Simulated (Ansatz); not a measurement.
## The honeycomb GaAs bilayer (AB) under a gate

How does the honeycomb GaAs bilayer (AB) take up charge from its gate?

Program: Ansatz 0.2.0. Level of theory: plane-wave DFT, PBE-D3(BJ), Ansatz PAW. Results are calculated unless marked as measured.

## (1) Set-up

The cell holds 4 atoms: 2 As and 2 Ga. Cell: a = 4.050 Å, b = 4.050 Å, c = 39.360 Å, α = 90.0°, β = 90.0°, γ = 120.0°. Regions: layer 1: honeycomb GaAs, 2 atoms (1 As and 1 Ga); layer 2: honeycomb GaAs, 2 atoms (1 As and 1 Ga). Vacuum lies along c.

As a file:

```cif
data_structure
_symmetry_space_group_name_H-M 'P 1'
_symmetry_Int_Tables_number 1
_cell_length_a 4.0500
_cell_length_b 4.0500
_cell_length_c 39.3600
_cell_angle_alpha 90.000
_cell_angle_beta 90.000
_cell_angle_gamma 120.000
_cell_volume 559.11
loop_
_atom_site_label
_atom_site_type_symbol
_atom_site_fract_x
_atom_site_fract_y
_atom_site_fract_z
_atom_site_occupancy
As1 As 0.66667 0.33333 0.44715 1
Ga2 Ga 0.33333 0.66667 0.46189 1
As3 As 0.00000 0.00000 0.53811 1
Ga4 Ga 0.66667 0.33333 0.55285 1
```

## (2) Relaxation

The starting cell is a guess, so the in-plane lattice and the atoms are relaxed first, with the slab cut off from its images along the normal.

input.yaml

```yaml
crystal:
  lattice:
    - [4.05, 0.0, 0.0]
    - [-2.025, 3.5074028853, 0.0]
    - [0.0, 0.0, 39.3600000007]
  atoms:
    - { symbol: As, position: [0.6666666667, 0.3333333333, 0.4471544715] }
    - { symbol: Ga, position: [0.3333333333, 0.6666666667, 0.4618902439] }
    - { symbol: As, position: [0.0, 0.0, 0.5381097561] }
    - { symbol: Ga, position: [0.6666666667, 0.3333333333, 0.5528455285] }
  periodic: [true, true, false]
kpoints:
  mp_grid: { grid: [12, 12, 1] }
hamiltonian:
  xc: pbe
  dispersion: d3bj
scf:
  occupations: { method: fermi_dirac, width: 0.05 }
  convergence: { dr2_threshold: 1.0e-09 }
relax:
  f_tol: 0.004
  max_steps: 90
  cell: {}
output:
  write_potential: true
  write_density: true
  volumetric_format: npy
```

Launch:

```
ansatz run input.yaml --threads 4 --pin off --max-ram 16384MiB --backend cpu --events-out ev --progress --plain --runs-dir out
```

Numbers of over 12 decimals in the logs are rounded to 6 here.

The program printed:

```text
Warning: relax.cell: scf.convergence.dr2_threshold = 1e-9 eV is looser than the 1.99495674832e-10 eV advised for a relaxation that steers and ends on the stress (1e-10 eV for each atom of the cell: 4, times the square of relax.cell.stress_2d_tol = 0.05 N/m over 14.2 Å (the atoms' height at the walk's start and 5 Å past either face), 3.531e-2 GPa, over a crystal's default 0.05). What an SCF threshold leaves in a stress goes as its square root, and in the free energy as the threshold itself, and one threshold admits the most on a small cell: [figures from the program's tests cut] Set scf.convergence.dr2_threshold to 1.99495674832e-10 eV or tighter. [rest of the remark cut]
Engine: ansatz 0.2.0, aarch64-unknown-linux-gnu
Pseudopotentials: kind: paw
Pseudopotential: As, paw, valence charge 15, recommended cutoff 420 eV (normal), As.paw.azcp
Pseudopotential: Ga, paw, valence charge 13, recommended cutoff 420 eV (normal), Ga.paw.azcp
Functional definition: PBE
  parameter kappa = 0.804
  parameter beta = 0.066725
  exchange = pbe_x(kappa = kappa, mu = beta*pi^2/3)
  correlation = pbe_c(beta = beta)
Crystal: 4 atoms, lattice volume = 559.108 Å³
Basis set: ecut = 420 eV, 10931 PW (Γ), exchange–correlation on 60×60×540 points (8 copies of the dense FFT grid, shifted against one another)
Bands: 34, of which v1, the nominal top of the filled ones, is band 28 counted from 1 (27 counted from 0)
Symmetry: 6 space group operations
Space group: P3m1 (ITA 156), of the structure as read, at distance tolerance 8.2e-5 Å
k-points: 19 of 144 (time reversal used)
Non-local potential: As, projectors of the file, l = 0: 2, l = 1: 2, l = 2: 3, l = 3: 1
Non-local potential: Ga, projectors of the file, l = 0: 2, l = 1: 2, l = 2: 3, l = 3: 1
PAW form: soft (Blöchl's): semilocal exchange-correlation on the pseudo side does not see the compensation charge
PAW one-centre angular grid: As, 590 points (default); XC on 64 Gauss nodes
PAW one-centre angular grid: Ga, 590 points (default); XC on 64 Gauss nodes
Initial density: superposition of atomic densities (neutral atoms: chi_scale 0, normalization atom), corrected by the library's trained network
Initial wavefunctions: pseudopotential atomic-orbital guess
Functional: x = pbe(κ = 0.804, μ = 0.219515), c = pbe(β = 0.066725)
SCF iter   1: F=—  HF=-17278.908532 eV  |F-HF|=—  |Δ(HF+E_count)|=         —  Δρ=1.46e-3  dr2=2.65e-2  ethr=1.77e-3  ⟨swp⟩=10.5  Hψ=3356  notcnv=0
preconditioner: auto → Resta (q_TF=auto, 1.859 Å⁻¹)  ε∞=1.5  [insulator: Δε(μ)=0.953 eV  Ē_g=13.884 eV  σ=0.050 eV  W_gap=1.00  n_scr=64 (ndim 8)  ℏωp=9.4 eV  f_vac=0.792  D(μ)=0.00/eV (n_scr^D=0)  ε∞_Penn≈1.5  vacuum switching on, ρ_ref=1.4e-2 e/Å³]
SCF iter   2: F=—  HF=-17278.904725 eV  |F-HF|=—  |Δ(HF+E_count)|=   3.81e-3  Δρ=8.90e-4  dr2=3.29e-2  ethr=4.73e-5  ⟨swp⟩=3.5  Hψ=1412  notcnv=0  defer=19
SCF iter   3: F=—  HF=-17278.903000 eV  |F-HF|=—  |Δ(HF+E_count)|=   1.72e-3  Δρ=5.69e-4  dr2=1.40e-2  ethr=4.73e-5  ⟨swp⟩=3.2  Hψ=835  notcnv=0  defer=19
SCF iter   4: F=—  HF=-17278.902137 eV  |F-HF|=—  |Δ(HF+E_count)|=   8.63e-4  Δρ=2.69e-4  dr2=2.83e-3  ethr=2.50e-5  ⟨swp⟩=1.8  Hψ=792  notcnv=0  defer=22
SCF iter   5: F=—  HF=-17278.902072 eV  |F-HF|=—  |Δ(HF+E_count)|=   6.49e-5  Δρ=1.01e-4  dr2=1.41e-4  ethr=5.05e-6  ⟨swp⟩=2.6  Hψ=789  notcnv=0  defer=22
SCF iter   6: F=—  HF=-17278.902133 eV  |F-HF|=—  |Δ(HF+E_count)|=   6.05e-5  Δρ=4.76e-5  dr2=2.62e-5  ethr=2.52e-7  ⟨swp⟩=3.0  Hψ=1052  notcnv=0  defer=22
SCF iter   7: F=—  HF=-17278.902135 eV  |F-HF|=—  |Δ(HF+E_count)|=   1.57e-6  Δρ=1.65e-5  dr2=1.73e-6  ethr=4.69e-8  ⟨swp⟩=2.7  Hψ=835  notcnv=0  defer=22
SCF iter   8: F=—  HF=-17278.902143 eV  |F-HF|=—  |Δ(HF+E_count)|=   8.63e-6  Δρ=1.04e-5  dr2=7.57e-7  ethr=3.09e-9  ⟨swp⟩=3.3  Hψ=1242  notcnv=0  defer=22
SCF iter   9: F=—  HF=-17278.902143 eV  |F-HF|=—  |Δ(HF+E_count)|=   1.17e-7  Δρ=4.03e-6  dr2=8.92e-8  ethr=1.35e-9  ⟨swp⟩=2.0  Hψ=976  notcnv=0  defer=22
SCF iter  10: F=—  HF=-17278.902143 eV  |F-HF|=—  |Δ(HF+E_count)|=   2.17e-8  Δρ=8.44e-7  dr2=6.57e-9  ethr=1.59e-10  ⟨swp⟩=3.5  Hψ=1316  notcnv=0  defer=22
SCF iter  11: F=-17278.902143 eV  HF=-17278.902143 eV  |F-HF|=2.76e-9  |Δ(HF+E_count)|=  2.73e-10  Δρ=2.59e-7  dr2=3.50e-10  ethr=1.79e-12  ⟨swp⟩=8.7  Hψ=4918  notcnv=0
SCF 1 converged in 11 iterations: F = -17278.902143 eV  dr2 = 3.50e-10
  greatest PAW one-centre occupation: 0.999 electrons in one spin orbital (limit 2), on the As atom at site 2 (counted from 0), in its partial waves of l = 2
relax step   1: F+E_penalty+E_count = -17278.90214312 eV  Δ(F+E_penalty+E_count) = +0.000e0 eV  max|allowed force component| = 7.414e-2 eV/Å  Δτ_max = 0.0000 Å  P = -0.945 N/m  Ω = 559.108 Å³  fix = [c, alpha, beta]  reactions: c -0.000 N/m  (11 SCF iters, accepted)
Crystal: 4 atoms, lattice volume = 552.162 Å³
Basis set: ecut = 420 eV, 10811 PW (Γ), exchange–correlation on 60×60×540 points (8 copies of the dense FFT grid, shifted against one another)
Initial density: handed on by an earlier stage of this run
Initial wavefunctions: those handed on with the density
iter 1 solved again at ethr=4.63e-5 eV; its pass at ethr=3.10e-3 eV (dr2=2.59e-2 eV) is discarded
SCF iter   1: F=—  HF=-17278.910945 eV  |F-HF|=—  |Δ(HF+E_count)|=         —  Δρ=2.07e-3  dr2=2.39e-2  ethr=4.63e-5  ⟨swp⟩=2.4  Hψ=3815  notcnv=0
preconditioner: auto → Resta (q_TF=auto, 1.863 Å⁻¹)  ε∞=1.5  [insulator: Δε(μ)=0.971 eV  Ē_g=13.927 eV  σ=0.050 eV  W_gap=1.00  n_scr=52 (ndim 8)  ℏωp=9.5 eV  f_vac=0.787  D(μ)=0.00/eV (n_scr^D=0)  ε∞_Penn≈1.5  vacuum switching on, ρ_ref=1.4e-2 e/Å³]
SCF iter   2: F=—  HF=-17278.910730 eV  |F-HF|=—  |Δ(HF+E_count)|=   2.15e-4  Δρ=1.10e-3  dr2=2.11e-2  ethr=4.27e-5  ⟨swp⟩=3.7  Hψ=1177  notcnv=0  defer=3
SCF iter   3: F=—  HF=-17278.908548 eV  |F-HF|=—  |Δ(HF+E_count)|=   2.18e-3  Δρ=7.69e-4  dr2=4.93e-3  ethr=3.77e-5  ⟨swp⟩=3.4  Hψ=944  notcnv=0  defer=7
SCF iter   4: F=—  HF=-17278.908388 eV  |F-HF|=—  |Δ(HF+E_count)|=   1.60e-4  Δρ=3.94e-4  dr2=1.39e-3  ethr=8.80e-6  ⟨swp⟩=2.4  Hψ=944  notcnv=0  defer=8
SCF iter   5: F=—  HF=-17278.908299 eV  |F-HF|=—  |Δ(HF+E_count)|=   8.85e-5  Δρ=1.15e-4  dr2=5.32e-5  ethr=2.48e-6  ⟨swp⟩=2.4  Hψ=921  notcnv=0  defer=8
SCF iter   6: F=—  HF=-17278.908327 eV  |F-HF|=—  |Δ(HF+E_count)|=   2.78e-5  Δρ=3.07e-5  dr2=4.68e-6  ethr=9.51e-8  ⟨swp⟩=2.4  Hψ=979  notcnv=0  defer=8
SCF iter   7: F=—  HF=-17278.908335 eV  |F-HF|=—  |Δ(HF+E_count)|=   8.04e-6  Δρ=6.95e-6  dr2=1.89e-7  ethr=8.36e-9  ⟨swp⟩=2.6  Hψ=1112  notcnv=0  defer=8
[...]
SCF iter   8: F=—  HF=-17278.902455 eV  |F-HF|=—  |Δ(HF+E_count)|=   7.86e-6  Δρ=4.93e-6  dr2=7.44e-8  ethr=1.86e-9  ⟨swp⟩=3.3  Hψ=1220  notcnv=0  defer=10
SCF iter   9: F=—  HF=-17278.902455 eV  |F-HF|=—  |Δ(HF+E_count)|=   7.43e-8  Δρ=9.84e-7  dr2=5.18e-9  ethr=1.33e-10  ⟨swp⟩=3.2  Hψ=1260  notcnv=0  defer=10
SCF iter  10: F=—  HF=-17278.902455 eV  |F-HF|=—  |Δ(HF+E_count)|=   4.74e-9  Δρ=4.71e-7  dr2=1.04e-9  ethr=1.79e-12  ⟨swp⟩=10.9  Hψ=4823  notcnv=0
SCF iter  11: F=-17278.902455 eV  HF=-17278.902455 eV  |F-HF|=6.91e-11  |Δ(HF+E_count)|=  9.82e-11  Δρ=1.40e-7  dr2=1.42e-10  ethr=1.79e-12  ⟨swp⟩=8.9  Hψ=3923  notcnv=0
SCF 3 converged in 11 iterations: F = -17278.902455 eV  dr2 = 1.42e-10
relax step   3: F+E_penalty+E_count = -17278.90245501 eV  Δ(F+E_penalty+E_count) = +5.880e-3 eV  max|allowed force component| = 6.861e-2 eV/Å  Δτ_max = 0.1486 Å  P = +0.689 N/m  Ω = 543.477 Å³  energy of the carried Pulay correction = +5.129e-4 eV  fix = [c, alpha, beta]  (11 SCF iters, rejected (line search))
[...]
relax step   4: F+E_penalty+E_count = -17278.91180703 eV  Δ(F+E_penalty+E_count) = -3.472e-3 eV  max|allowed force component| = 8.140e-3 eV/Å  Δτ_max = 0.0492 Å  P = -0.022 N/m  Ω = 549.631 Å³  energy of the carried Pulay correction = +3.092e-4 eV  fix = [c, alpha, beta]  reactions: c -0.000 N/m  (10 SCF iters, accepted)
[...]
relax step   5: F+E_penalty+E_count = -17278.91186016 eV  Δ(F+E_penalty+E_count) = -5.313e-5 eV  max|allowed force component| = 1.667e-2 eV/Å  Δτ_max = 0.0132 Å  P = +0.034 N/m  Ω = 549.515 Å³  energy of the carried Pulay correction = +3.130e-4 eV  fix = [c, alpha, beta]  reactions: c +0.000 N/m  (8 SCF iters, accepted)
[...]
relax step   6: F+E_penalty+E_count = -17278.91191672 eV  Δ(F+E_penalty+E_count) = -5.655e-5 eV  max|allowed force component| = 4.459e-3 eV/Å  Δτ_max = 0.0035 Å  P = +0.016 N/m  Ω = 549.454 Å³  energy of the carried Pulay correction = +3.151e-4 eV  fix = [c, alpha, beta]  reactions: c +0.000 N/m  (7 SCF iters, accepted)
[...]
relax step   7: F+E_penalty+E_count = -17278.91192220 eV  Δ(F+E_penalty+E_count) = -5.486e-6 eV  max|allowed force component| = 3.517e-4 eV/Å  Δτ_max = 0.0030 Å  P = +0.002 N/m  Ω = 549.501 Å³  energy of the carried Pulay correction = +3.135e-4 eV  fix = [c, alpha, beta]  reactions: c +0.000 N/m  (7 SCF iters, accepted)
Basis set: ecut = 420 eV, 10787 PW (Γ), exchange–correlation on 54×54×540 points (8 copies of the dense FFT grid, shifted against one another)
Initial wavefunctions: pseudopotential atomic-orbital guess (no wavefunctions were taken with the density)
iter 1 solved again at ethr=3.53e-7 eV; its pass at ethr=3.10e-3 eV (dr2=1.98e-4 eV) is discarded
SCF iter   1: F=—  HF=-17278.911616 eV  |F-HF|=—  |Δ(HF+E_count)|=         —  Δρ=7.20e-6  dr2=8.90e-8  ethr=3.53e-7  ⟨swp⟩=5.4  Hψ=5827  notcnv=0
eigensolver tolerance schedule: the retry pair's looser diagonalisation over-reported the residual by 2221.99 of it (diagonalisation noise at 0.34 of the residual, at the tolerance the schedule requests for it); recorded, not acted on — ethr = c·dr2/N_el stays at c = 1.0e-1
preconditioner: auto → Resta (q_TF=auto, 1.865 Å⁻¹)  ε∞=1.5  [insulator: Δε(μ)=0.848 eV  Ē_g=13.922 eV  σ=0.050 eV  W_gap=1.00  n_scr=52 (ndim 8)  ℏωp=9.5 eV  f_vac=0.791  D(μ)=0.00/eV (n_scr^D=0)  ε∞_Penn≈1.5  vacuum switching on, ρ_ref=1.4e-2 e/Å³]
SCF iter   2: F=—  HF=-17278.911608 eV  |F-HF|=—  |Δ(HF+E_count)|=   7.72e-6  Δρ=6.15e-6  dr2=8.91e-8  ethr=1.59e-10  ⟨swp⟩=3.9  Hψ=1790  notcnv=0
SCF iter   3: F=—  HF=-17278.911608 eV  |F-HF|=—  |Δ(HF+E_count)|=   2.94e-8  Δρ=1.21e-6  dr2=2.54e-8  ethr=1.59e-10  ⟨swp⟩=2.0  Hψ=988  notcnv=0
SCF iter   4: F=—  HF=-17278.911608 eV  |F-HF|=—  |Δ(HF+E_count)|=   3.74e-9  Δρ=9.54e-7  dr2=7.15e-8  ethr=4.54e-11  ⟨swp⟩=3.0  Hψ=1091  notcnv=0
SCF iter   5: F=-17278.911608 eV  HF=-17278.911608 eV  |F-HF|=2.51e-10  |Δ(HF+E_count)|=   8.53e-9  Δρ=2.30e-7  dr2=1.81e-10  ethr=1.79e-12  ⟨swp⟩=14.4  Hψ=5373  notcnv=0
SCF 8 converged in 5 iterations: F = -17278.911608 eV  dr2 = 1.81e-10
relax step   8: F+E_penalty+E_count = -17278.91160788 eV  Δ(F+E_penalty+E_count) = +3.143e-4 eV  max|allowed force component| = 3.409e-4 eV/Å  Δτ_max = 0.0000 Å  P = +0.002 N/m  Ω = 549.501 Å³  fix = [c, alpha, beta]  reactions: c +0.000 N/m  stress off target by 2.11e-3 N/m on what of the cell is left free  SCF on the basis re-selected at this cell (its energy is not comparable with the rows above)  (5 SCF iters)
basis re-selected at this cell: Δ(F+E_penalty+E_count) = +3.143e-4 eV, ΔP = -0.000 N/m vs the last step (what re-selecting the basis moved, of the pressure what is left beyond the Pulay correction that the steps carried, after the strain that the cell walked since its last selection, with what the two solves' SCF thresholds leave and, on support functions, any second-order correction that the steps lacked; it is no measure of the basis error at this ecutwfc). The dense FFT grid was sized anew with the basis: this SCF ran on 27×27×270 points, the steps before it on 30×30×270, so part of this shift can come from that change (see relax.cell in the input reference). [rest of the remark cut]
SCF converged after 5 iterations
Free energy (F): -17278.911608 eV
Harris-Foulkes:  -17278.911608 eV  (|F-HF|=2.51e-10)
Internal energy: -17278.911597 eV  (E = F + TS)
E sigma→0 (E₀):  -17278.911602 eV
Entropy (-TS):   -0.000011 eV (-0.003 meV/atom)
Fermi energy:    -4.574718 eV
--- Per-component energies (eV) ---
  E_band       = -1337.820381
  E_kinetic    = 434.667390
  E_local      = -164247.491834  (includes V_loc(G=0)·N_el)
  E_nonlocal   = -493.938554
  E_hartree    = 81797.083044
  E_xc         = -294.963406
  E_vxc        = -271.895440  (∫ρ·V_xc dr)
  E_paw        = -7645.072572  (= ΣΔE_a)
  E_vpaw       = -353.328077  (= ΣTr[D̂ρ^β])
  E_aug_tail   = -0.000240  (compensation charges beyond the density's cutoff)
  E_ewald      = 73171.618984
  E_disp       = -0.814409  (pairwise vdW)
  E_smearing   = -0.000011  (= −TS)
  E_closure    = -0.000000  (closes the sum)
  Σ components = -17278.911608   (vs F -17278.911608, Δ=0.00e0)
--- Forces (eV/Å), atoms counted from 1 ---
  atom   1  As     0.00000000     0.00000000     0.00005278
  atom   2  Ga    -0.00000000    -0.00000000    -0.00032800
  atom   3  As     0.00000000     0.00000000     0.00034168
  atom   4  Ga    -0.00000000    -0.00000000    -0.00006336
  max |Σ_I F_I| component: 3.10e-6 eV/Å
--- 2D stress c σ (N/m, compression-positive) ---
        0.002106      -0.000000       0.000000
       -0.000000       0.002106      -0.000000
        0.000000      -0.000000       0.000000
  P = ½ c Tr σ = 0.0021 N/m
--- Band table (eV; the first three rows and the last of 19) ---
  k-point 0: bands = [... 24 lower, -5.5524, -5.5524, -5.0005, -5.0005, -4.0270, -3.6486, -2.0488, -0.5731, ... 2 higher]
  k-point 1: bands = [... 24 lower, -6.1464, -5.6986, -5.6581, -5.1283, -3.4025, -2.9486, -1.9610, -0.8045, ... 2 higher]
  k-point 2: bands = [... 24 lower, -7.0715, -6.0418, -5.9537, -5.4398, -2.8758, -2.4019, -1.7916, -0.7556, ... 2 higher]
  k-point 18: bands = [... 24 lower, -8.6657, -8.1544, -5.5490, -5.1937, -3.5328, -3.3984, 0.3618, 0.6683, ... 2 higher]
  the weakly bound empty levels are not read free of the cell's end (no_gap_told)
--- Relaxed structure (7 steps of the walk, 6 accepted, 1 SCFs on fresh bases) ---
  F+E_penalty+E_count = -17278.91160788 eV   max|allowed force component| = 3.409e-4 eV/Å   (the final SCF, on the basis selected at the relaxed cell)
  cell:  # Å, volume = 549.5014 Å³
    - [4.015055, 0.0, 0]
    - [-2.007528, 3.477140, 0]
    - [0, 0, 39.3600000007]
  atoms:
    - { symbol: As, position: [0.666667, 0.333333, 0.446254] }
    - { symbol: Ga, position: [0.333333, 0.666667, 0.462134] }
    - { symbol: As, position: [1.7169621461098874e-17, -9.25185853848912e-17, 0.537999] }
    - { symbol: Ga, position: [0.666667, 0.333333, 0.553613] }
```

The job ended after 72 s (4 threads of Arm Neoverse V1, shared host; peak memory 0.98 GiB; 4.7 min of CPU time).

The steps of the relaxation:

```tsv
step	energy less that of the first step (eV)	largest force component (eV/Å)	volume (Å³)
1	0.0000	0.0741	559.11
2	-0.0062	0.0359	552.16
3	-0.0003	0.0686	543.48
4	-0.0097	0.0081	549.63
5	-0.0097	0.0167	549.52
6	-0.0098	0.0045	549.45
7	-0.0098	0.0004	549.50
8*	-0.0095	0.0003	549.50
```

Relaxation steps marked * repeat the geometry before them on a plane-wave basis chosen anew for their cell, so energy and pressure can jump there. Relaxation step 3 was tried and not accepted.

The run keeps the 6 symmetry operations that it works with, so distortions that break them were not tested.

```tsv
cell as run	before	after	change
a (Å)	4.050	4.015	-0.9 %
b (Å)	4.050	4.015	-0.9 %
```

The atoms that moved most (Å, along periodic axes as changes of fractional coordinates times the final cell, across vacuum about the mean position):

```tsv
atom	dx	dy	dz	length
As1	0.000	0.000	-0.035	0.035
Ga4	0.000	0.000	0.030	0.030
Ga2	0.000	0.000	0.010	0.010
```

Final coordinates:

```xyz
4
Lattice="4.0151 0.0000 0.0000 -2.0075 3.4771 0.0000 0.0000 0.0000 39.3600" Properties=species:S:1:pos:R:3
As    2.0075    1.1590   17.5646
Ga    0.0000    2.3181   18.1896
As    0.0000    0.0000   21.1756
Ga    2.0075    1.1590   21.7902
```

The lattice constant a goes from 4.050 to 4.015 Å.

[end of part 1 of 3]

[Logs are printed without paths, hosts, clocks, repeated set-up lines and the standing remarks that a program may print on its own settings, such as how far it seeks lower states.]

[Hosts, paths, dates, database ids (printed as entryN), source tags and the programs' standing remarks are cut or masked in the printed files.]

[Maps of the electrostatic potential energy from Ansatz leave out the sawtooth potential of an applied field or a dipole correction, so their vacuum need not be flat; planar profiles and work functions include it.]
